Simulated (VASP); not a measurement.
Here is a VASP 6.6.1 calculation.

The input INCAR:

```
SYSTEM = Zn
PREC = Accurate ; ENCUT = 520
EDIFF = 1E-7 ; ISMEAR = -1
SIGMA = 0.05 ; LREAL = .FALSE.
LASPH = .TRUE. ; NELM = 80
ALGO = Normal ; ISIF = 2
LWAVE = .FALSE. ; LCHARG = .FALSE.
GGA = PE ; NBANDS = 12
```

File KPOINTS:

```
Automatic mesh
0
G
  12 12 12
  0 0 0
```

POSCAR

```
Zn
1.0
    0.0000000000      1.9647760000      1.9647760000
    1.9647760000      0.0000000000      1.9647760000
    1.9647760000      1.9647760000      0.0000000000
Zn
1
Direct
    0.0000000000      0.0000000000      0.0000000000
```

Potentials or basis: VASP PAW PBE potentials, release 64 (Zn).

Launch:

```console
$ cat potpaw_PBE.64/Zn/POTCAR > POTCAR
$ mpirun -np 1 vasp_std > vasp.out
```

(1) What does it give for the pressure?

(2) Estimate the band gap on the k mesh.

Answers

(1) 0.1 GPa.

(2) none (metal or under the smearing width).
